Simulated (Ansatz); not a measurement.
**FeCo: what relativity and spin–orbit coupling change**

```
Fe Co
1.0
     2.85700    0.00000    0.00000
     0.00000    2.85700    0.00000
     0.00000    0.00000    2.85700
Fe Co
1 1
Direct
  0.50000 0.50000 0.50000
  0.00000 0.00000 0.00000
```

Atom numbers follow the list: Fe1, Co2.

The cell is COD entry 9004229, as deposited and not checked against the literature; nothing was relaxed.

Other magnetic orders may lie lower; this is the state that the run reached.

One fixed cell is solved with PBE by full-potential LAPW in Ansatz 0.2.0 under different relativistic treatments. Pressure is positive in compression.

Settings: a Γ-centred 13×13×13 k mesh, Fermi–Dirac smearing of 0.05 eV, basis error target 0.25 meV/atom, spin-polarised from start moments Fe1 3, Co2 2 μB.

```json
{"setting": "scalar-relativistic", "P (GPa)": "-2.40", "lowest level at Γ above −25 eV, from the valence-band top or, without a gap, the Fermi level (eV)": "-9.07"}
{"setting": "non-relativistic", "P (GPa)": "?", "lowest level at Γ above −25 eV, from the valence-band top or, without a gap, the Fermi level (eV)": "?"}
{"setting": "with spin–orbit coupling", "P (GPa)": "-2.39", "lowest level at Γ above −25 eV, from the valence-band top or, without a gap, the Fermi level (eV)": "-9.07"}
```

Give the missing entry: row "non-relativistic", column "lowest level at Γ above −25 eV, from the valence-band top or, without a gap, the Fermi level (eV)".

-8.75.

Give the missing entry: row "non-relativistic", column "P (GPa)".

0.64.
